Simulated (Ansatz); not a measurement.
# HfO2: how the axes shrink under pressure

HfO2, P4_2/mnm, a = 4.838 Å, c = 3.220 Å. This isn't the usual stable structure of the compound. Ansatz: r2SCAN, PAW, 500 eV, Γ-centred 6×6×8 mesh on 6 atoms, Gaussian smearing 0.02 eV; no spin polarisation. Cell and atoms are relaxed at each pressure, and no other structure is tried, so the rows at high pressure may lie past a change of phase. y = 100 ln(c/c0) with c0 = 3.2203 Å, so nearly a change in per cent. The pressures are the targets, met within 0.03 GPa.

```
P (GPa) y  100 ln(a/a0)
   -1.0      ?             ?
    0.0   0.00          0.00
    1.0  -0.12         -0.15
    4.0  -0.36         -0.68
   12.0  -1.02         -1.90
   25.0  -1.94         -3.62
   50.0  -3.29         -6.32
   90.0  -4.71         -9.78
```

Problem. Fit y = c1 P + c2 P² to the other rows, give the linear compressibility along c, and predict the missing y.

Solution. Least squares on the rows shown. y = −0.08541 P + 0.0003692 P². The linear compressibility along c is −c1/100 = 0.85 per TPa, against 1.55 along a from the same fit to the last column (its missing entry is 0.16): the crystal is softer along a at low pressure. The runs next to zero pressure give 1.26 and 1.57, though their stresses depart from hydrostatic by up to 0.14 GPa, which can shift these two figures as much. With a term in P³ added, the coefficient of P becomes -0.09240, 8 % more, which shows how far this figure hangs on the form. At P = -1.0 the fit asked for gives 0.09. The run gave 0.12, so the fit is 0.03 too low, within the rms miss on the fitted rows (0.04): the form describes this series only roughly.

Spin–orbit coupling is left out, which can shift energies with elements as heavy as these.